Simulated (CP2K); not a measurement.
GaN:

```
Ga N
1.0
     3.18000    0.00000    0.00000
    -1.59000    2.75396    0.00000
     0.00000    0.00000    5.16600
Ga N
2 2
Direct
  0.66667 0.33333 0.50000
  0.33333 0.66667 0.00000
  0.66667 0.33333 0.87500
  0.33333 0.66667 0.37500
```

Base run:

| Item | Value |
| --- | --- |
| Program | CP2K 2026.2 |
| Functional | PBE |
| Potentials or basis | POTENTIAL_UZH Ga GTH-PBE-q13, N GTH-PBE-q5; TZVP-MOLOPT-PBE-GTH basis |
| Density cutoff | 6123 eV |
| k mesh | 10 × 10 × 5 |
| Occupations | fermi-dirac, width 0.01 eV |
| Spin | no spin polarisation |

Its results: pressure 9.4 GPa.

Q: The run is repeated on the same cell with these changes: functional from PBE to PBEsol; occupations from fermi-dirac, width 0.01 eV to fermi-dirac, width 0.0259 eV. What comes out?

A: Pressure 4.1 GPa.

Caveats: the basis of atomic orbitals isn't converged, which shifts pressures, moduli and gaps; the potentials were made for another functional, which shifts forces and pressure (some runs).

Not every run made on this cell is shown here.
